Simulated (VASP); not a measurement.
Crystal: SiGe.

```xyz
4
Lattice="0.0000 2.7723 2.7723 2.7723 0.0000 2.7723 5.5445 5.5445 0.0000" Properties=species:S:1:pos:R:3 pbc="T T T"
Ge    0.0000    0.0000    0.0000
Ge    1.3861    1.3861    1.3861
Si    2.7723    2.7723    0.0000
Si    4.1584    4.1584    1.3861
```

The cell comes from a database or a generator and needn't be the stable form of this composition.

```yaml
Program: VASP 6.6.1
Task: relaxation of cell and atoms
Functional: PBE
Potentials_or_basis: VASP PAW PBE potentials, release 64 (Ge_d, Si)
Cutoff: 600 eV
k_mesh: 12 × 12 × 12
Occupations: gaussian, width 0.02 eV
Spin: no spin polarisation
```

At the start: pressure 2.6 GPa; volume 21.31 Å³/atom.

**Question.** How do energy, volume and symmetry change on relaxing?

**Answer.** Over 12 steps the energy falls by 12.4 meV/atom and the volume is 21.98 Å³/atom (+3.2 %); space group R-3m (No. 166, to 0.05 Å).

Step by step:
| step | energy change (eV) | largest force (eV/Å) | pressure (GPa) | volume (Å³) |
| --- | --- | --- | --- | --- |
| 1 | 0.0000 | 0.4645 | 2.63 | 85.22 |
| 2 | -0.0398 | 0.1472 | -1.29 | 89.61 |
| 3 | -0.0424 | 0.2001 | -0.58 | 88.70 |
| 4 | -0.0491 | 0.0647 | -0.17 | 88.15 |
| 5 | -0.0497 | 0.0203 | -0.03 | 87.95 |
| 6 | -0.0497 | 0.0207 | 0.06 | 87.93 |
| 7 | -0.0497 | 0.0169 | -0.06 | 88.01 |
| 8 | -0.0497 | 0.0133 | -0.03 | 87.97 |
| 9 | -0.0497 | 0.0128 | -0.03 | 87.97 |
| 10 | -0.0497 | 0.0074 | 0.01 | 87.93 |
| 11 | -0.0497 | 0.0052 | -0.01 | 87.94 |
| 12 | -0.0497 | 0.0025 | 0.01 | 87.92 |

Final structure:
```yaml
crystal:
  lattice:
    - [0.00000, 2.80043, 2.80043]
    - [2.80043, 0.00000, 2.80043]
    - [5.60403, 5.60403, -0.00316]
  atoms:
    - { symbol: Ge, position: [0.00347, 0.00347, 0.99479] }
    - { symbol: Ge, position: [0.24653, 0.24653, 0.13021] }
    - { symbol: Si, position: [0.99679, 0.99679, 0.50482] }
    - { symbol: Si, position: [0.25321, 0.25321, 0.62018] }
```
